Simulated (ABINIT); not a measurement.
# Tl (Im-3m) in ABINIT: single point with PBEsol

Aim: the single point of Tl with PBEsol.

All numbers are computed with ABINIT 10.8.3 (patched build); they aren't measurements. Logs are shortened: lines on timing, memory, paths and dates and some standing lists are left out, and cuts for length are marked. The log counts tension as positive stress, the text compression.

## Step 1: The cell of the first run

Symmetry: Im-3m, No. 229, cubic system. Conventional cell: a = 3.859 Å, b = 3.859 Å, c = 3.859 Å, α = 90.00°, β = 90.00°, γ = 90.00°. Around Tl (site symmetry m-3m) lie 8 Tl at 3.34 Å.

This isn't the form of Tl at room conditions, which is hcp.

## Step 2: Single point, PBEsol (cell squeezed)

Contents of run.abi:

```
# Pseudopotentials
pp_dirpath "./"
pseudos "Tl.upf"

# Structure
acell 3*1.0
rprim
    -3.6463391203     3.6463391203     3.6463391203
     3.6463391203    -3.6463391203     3.6463391203
     3.6463391203     3.6463391203    -3.6463391203
ntypat 1
znucl 81
natom 1
typat 1
xcart
     0.0000000000     0.0000000000     0.0000000000
chkprim 0
chksymtnons 0
tolsym 1.0e-6

# Plane-wave basis
ecut 843.552974 eV

# k points
kptopt 1
ngkpt 8 8 8
nshiftk 1
shiftk 0.0 0.0 0.0

# Exchange and correlation
ixc -116133

# Bands and occupations
nband 11
occopt 3
tsmear 0.00183747

# SCF cycle
nstep 100
tolvrs 1.0e-10

# Output
iomode 3
prtwf 0
prteig 0
prtebands 0
prtden 1
prtvha 1
prtvclmb 1
prtpot 1
prtelf 1
```

Potentials or basis: PseudoDojo NC SR PBEsol v0.4.1 standard.

Launch:

```
> abinit run.abi > log 2>&1
```

run.abo:

```text
.Version 10.8.3 of ABINIT
 Symmetries : space group Im -3 m (#229); Bravais cI (body-center cubic)
================================================================================
 Values of the parameters that define the memory need of the present run
     intxc =       0    ionmov =       0      iscf =       7    lmnmax =       6
     lnmax =       6     mgfft =      32  mpssoang =       3    mqgrid =    3001
     natom =       1  nloc_mem =       1    nspden =       1   nspinor =       1
    nsppol =       1      nsym =      48    n1xccc =    2501    ntypat =       1
    occopt =       3   xclevel =       2
       mpw =        1609          nfft =       32768          nkpt =          29
================================================================================
================================================================================

--------------------------------------------------------------------------------
------------- Echo of variables that govern the present computation ------------
--------------------------------------------------------------------------------
 -outvars: echo values of preprocessed input variables --------
            acell      1.0000000000E+00  1.0000000000E+00  1.0000000000E+00 Bohr
              amu      2.04383300E+02
          chkprim           0
      chksymtnons           0
             ecut      3.10000000E+01 Hartree
              ixc     -116133
         kptrlatt        8    0    0      0    8    0      0    0    8
          kptrlen      5.05251569E+01
            natom           1
            nband          11
            ngfft          32      32      32
             nkpt          29
            nstep         100
             nsym          48
           ntypat           1
           occopt           3
        prtebands           0
           prteig           0
           prtelf           1
           prtpot           1
         prtvclmb           1
           prtvha           1
            prtwf           0
            rprim     -3.6463391203E+00  3.6463391203E+00  3.6463391203E+00
                       3.6463391203E+00 -3.6463391203E+00  3.6463391203E+00
                       3.6463391203E+00  3.6463391203E+00 -3.6463391203E+00
          spgroup         229
           tolsym      1.00000000E-06
           tolvrs      1.00000000E-10
           tsmear      1.83747000E-03 Hartree
            typat      1
            znucl       81.00000

================================================================================

 chkinp: Checking input parameters for consistency.

================================================================================
== DATASET  1 ==================================================================

--- !DatasetInfo
iteration_state: {dtset: 1, }
dimensions: {natom: 1, nkpt: 29, mband: 11, nsppol: 1, nspinor: 1, nspden: 1, mpw: 1609, }
cutoff_energies: {ecut:  31.0, pawecutdg:  -1.0, }
electrons: {nelect:   1.30000000E+01, charge:   0.00000000E+00, occopt:   3.00000000E+00, tsmear:   1.83747000E-03, }
meta: {optdriver: 0, ionmov: 0, optcell: 0, iscf: 7, paral_kgb: 0, }
...

 Real(R)+Recip(G) space primitive vectors, cartesian coordinates (Bohr,Bohr^-1):
 R(1)= -3.6463391  3.6463391  3.6463391  G(1)=  0.0000000  0.1371238  0.1371238
 R(2)=  3.6463391 -3.6463391  3.6463391  G(2)=  0.1371238  0.0000000  0.1371238
 R(3)=  3.6463391  3.6463391 -3.6463391  G(3)=  0.1371238  0.1371238  0.0000000
 Unit cell volume ucvol=  1.9392382E+02 bohr^3
 Angles (23,13,12)=  1.09471221E+02  1.09471221E+02  1.09471221E+02 degrees

 getcut: wavevector=  0.0000  0.0000  0.0000  ngfft=  32  32  32
         ecut(hartree)=     31.000   => boxcut(ratio)=   2.02353

--- Pseudopotential description ------------------------------------------------
- pspini: atom type   1  psp file is ./Tl.upf
12 -116133 2 -1 2008                          pspcod,pspxc,lmax,lloc,mmax
     nproj     2     2     2

   4.84166055E+02                                ecore*ucvol(ha*bohr**3)
--------------------------------------------------------------------------------

================================================================================

--- !BeginCycle
iteration_state: {dtset: 1, }
solver: {iscf: 7, nstep: 100, nline: 4, wfoptalg: 0, }
tolerances: {tolvrs: 1.00E-10, }
...

     iter   Etot(hartree)      deltaE(h)  residm     vres2
 ETOT  1  -60.649244350574    -6.065E+01 1.094E-01 1.430E+00
 ETOT  2  -60.689061263781    -3.982E-02 4.097E-03 5.218E-01
 ETOT  3  -60.689042552918     1.871E-05 8.204E-04 4.688E-01
 ETOT  4  -60.689164867268    -1.223E-04 5.855E-04 8.773E-03
 ETOT  5  -60.689166658958    -1.792E-06 9.087E-05 1.498E-04
 ETOT  6  -60.689166691348    -3.239E-08 1.918E-04 1.483E-06
 ETOT  7  -60.689166691697    -3.493E-10 5.258E-05 2.252E-09
 ETOT  8  -60.689166691697     3.411E-13 1.022E-04 4.537E-11

 At SCF step    8       vres2   =  4.54E-11 < tolvrs=  1.00E-10 =>converged.

 Compute ELF
--------------------------------------------------------------------------------

 Compute kinetic energy density

 Compute gradient of the electron density
 Electron Localization Function (ELF) [min:0;max:1]
)     Maximum=    4.4646E-01  at reduced coord.    0.7500    0.8750    0.8750
)     Minimum=    3.4702E-07  at reduced coord.    0.0000    0.0000    0.0000
   Integrated=    4.6880E+01

--------------------------------------------------------------------------------
 End of ELF section

 Cartesian components of stress tensor (hartree/bohr^3)
  sigma(1 1)= -3.01893156E-06  sigma(3 2)=  0.00000000E+00
  sigma(2 2)= -3.01893156E-06  sigma(3 1)=  0.00000000E+00
  sigma(3 3)= -3.01893156E-06  sigma(2 1)=  0.00000000E+00

--- !ResultsGS
iteration_state: {dtset: 1, }
comment   : Summary of ground state results
lattice_vectors:
- [ -3.6463391,   3.6463391,   3.6463391, ]
- [  3.6463391,  -3.6463391,   3.6463391, ]
- [  3.6463391,   3.6463391,  -3.6463391, ]
lattice_lengths: [   6.31564,    6.31564,    6.31564, ]
lattice_angles: [109.471, 109.471, 109.471, ] # degrees, (23, 13, 12)
lattice_volume:   1.9392382E+02
convergence: {deltae:  3.411E-13, res2:  4.537E-11, residm:  1.022E-04, diffor: null, }
etotal    :  -6.06891667E+01
entropy   :   0.00000000E+00
fermie    :   1.95129006E-01
cartesian_stress_tensor: # hartree/bohr^3
- [ -3.01893156E-06,   0.00000000E+00,   0.00000000E+00, ]
- [  0.00000000E+00,  -3.01893156E-06,   0.00000000E+00, ]
- [  0.00000000E+00,   0.00000000E+00,  -3.01893156E-06, ]
pressure_GPa:   8.8820E-02
xred      :
- [  0.0000E+00,   0.0000E+00,   0.0000E+00, Tl]
cartesian_forces: # hartree/bohr
- [ -0.00000000E+00,  -0.00000000E+00,  -0.00000000E+00, ]
force_length_stats: {min:   0.00000000E+00, max:   0.00000000E+00, mean:   0.00000000E+00, }
...

 Integrated electronic density in atomic spheres:
 ------------------------------------------------
 Atom  Sphere_radius  Integrated_density
    1        2.00000          9.42006163
================================================================================

 ----iterations are completed or convergence reached----

 Mean square residual over all n,k,spin=   50.393E-08; max=  10.221E-05
 reduced coordinates (array xred) for    1 atoms
       0.000000000000      0.000000000000      0.000000000000
 rms dE/dt=  0.0000E+00; max dE/dt=  0.0000E+00; dE/dt below (all hartree)
    1       0.000000000000      0.000000000000      0.000000000000

 cartesian coordinates (angstrom) at end:
    1      0.00000000000000     0.00000000000000     0.00000000000000

 cartesian forces (hartree/bohr) at end:
    1     -0.00000000000000    -0.00000000000000    -0.00000000000000
 frms,max,avg= 0.0000000E+00 0.0000000E+00   0.000E+00  0.000E+00  0.000E+00 h/b

 cartesian forces (eV/Angstrom) at end:
    1     -0.00000000000000    -0.00000000000000    -0.00000000000000
 frms,max,avg= 0.0000000E+00 0.0000000E+00   0.000E+00  0.000E+00  0.000E+00 e/A
 length scales=  1.000000000000  1.000000000000  1.000000000000 bohr
              =  0.529177210544  0.529177210544  0.529177210544 angstroms
 Fermi (or HOMO) energy (hartree) =   0.19513   Average Vxc (hartree)=  -0.39308
 Eigenvalues (hartree) for nkpt=  29  k points:
 kpt#   1, nband= 11, wtk=  0.00195, kpt=  0.0000  0.0000  0.0000 (reduced coord)
  -0.23145   -0.23145   -0.23145   -0.21567   -0.21567   -0.17303    0.59164    0.59164
   0.59164    0.65653    0.65653
      occupation numbers for kpt#   1
   2.00000    2.00000    2.00000    2.00000    2.00000    2.00000    0.00000    0.00000
   0.00000    0.00000    0.00000
 prteigrs : prtvol=0 or 1, do not print more k-points.

--- !EnergyTerms
iteration_state     : {dtset: 1, }
comment             : Components of total free energy in Hartree
kinetic             :  3.13274130367282E+01
hartree             :  1.02368654081926E+01
xc                  : -1.90176218426240E+01
Ewald energy        : -4.21676668485753E+01
psp_core            :  2.49668168755589E+00
local_psp           : -3.30718604579481E+01
non_local_psp       : -1.04926068288128E+01
internal            : -6.06887958454836E+01
'-kT*entropy'       : -3.70846213342932E-04
total_energy        : -6.06891666916969E+01
total_energy_eV     : -1.65143635579449E+03
band_energy         : -2.11940695175623E+00
...

 Cartesian components of stress tensor (hartree/bohr^3)
  sigma(1 1)= -3.01893156E-06  sigma(3 2)=  0.00000000E+00
  sigma(2 2)= -3.01893156E-06  sigma(3 1)=  0.00000000E+00
  sigma(3 3)= -3.01893156E-06  sigma(2 1)=  0.00000000E+00

-Cartesian components of stress tensor (GPa)         [Pressure=  8.8820E-02 GPa]
- sigma(1 1)= -8.88200330E-02  sigma(3 2)=  0.00000000E+00
- sigma(2 2)= -8.88200330E-02  sigma(3 1)=  0.00000000E+00
- sigma(3 3)= -8.88200330E-02  sigma(2 1)=  0.00000000E+00

== END DATASET(S) ==============================================================
================================================================================

 -outvars: echo values of variables after computation  --------
            acell      1.0000000000E+00  1.0000000000E+00  1.0000000000E+00 Bohr
           etotal     -6.0689166692E+01
            fcart     -0.0000000000E+00 -0.0000000000E+00 -0.0000000000E+00
            rprim     -3.6463391203E+00  3.6463391203E+00  3.6463391203E+00
                       3.6463391203E+00 -3.6463391203E+00  3.6463391203E+00
                       3.6463391203E+00  3.6463391203E+00 -3.6463391203E+00
           strten     -3.0189315606E-06 -3.0189315606E-06 -3.0189315606E-06
                       0.0000000000E+00  0.0000000000E+00  0.0000000000E+00
 Calculation completed.
```

Run time: 9.8 s. Hardware: 1 thread of Arm Neoverse V2, shared host; peak memory 0.06 GiB.

Results:

```
Free energy                                           : -1651.4364 eV
Pressure                                              : 0.1 GPa
Band gap on the k mesh                                : none (metal or under the smearing width)
Valence electrons inside the program's atomic spheres : Tl 9.42 (radii [1.0584] Å)
```
